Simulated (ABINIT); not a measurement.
Runs of ABINIT 10.8.3 (patched build) on Sc. Symmetry: P6_3/mmc, No. 194, hexagonal system. Conventional cell: a = 3.309 Å, b = 3.309 Å, c = 5.273 Å, α = 90.00°, β = 90.00°, γ = 120.00°. Sc (site symmetry -6m2) has 12 Sc at 3.26 to 3.31 Å as nearest neighbours. 

```csv
task,level,potentials or basis,cell,k mesh,cutoff (eV),smearing,cell freedom (optcell),optimiser (ionmov),cutoff smearing ecutsm (Ha),force stop (Ha/bohr),fine-grid cutoff,mesh quality,gap on the mesh (eV),pressure (GPa)
relaxation of cell and atoms,PBE,JTH PAW PBE v2.0,relaxed,7 × 7 × 4,408,fermi-dirac 0.05 eV,2,2,0.5,2e-05,816.342 eV,not flagged,none,0.0
positron lifetime,PBEsol,JTH PAW PBE v2.0,as given,6 × 6 × 4,354,fermi-dirac 0.2 eV,-,-,-,-,707.496 eV,coarse,none,-2.4
phonons,PBE,JTH PAW PBE v2.0,as given,12 × 12 × 6,354,fermi-dirac 0.136 eV,-,-,-,-,707.496 eV,not flagged,none,-0.6
single point,PBE,PseudoDojo NC SR PBE v0.4.1 standard,as given,7 × 7 × 4,952,fermi-dirac 0.05 eV,-,-,-,-,-,not flagged,none,(a)
positron lifetime,LDA,JTH PAW LDA v2.0,as given,6 × 6 × 4,354,fermi-dirac 0.2 eV,-,-,-,-,707.496 eV,coarse,none,-4.8
```

Alike in all rows: no spin polarisation.

Question: Fill in the values left out.

Answer: (a) -1.1.

Caveats: some runs use coarse meshes; the PAW basis is incomplete for the positron (some runs); the PAW data sets were made with another functional, which shifts forces and pressure a little (some runs).

A k mesh can miss the band edges.

A gap of «none» marks a metal or a gap under the smearing width.

Not every run made on this cell is shown here.
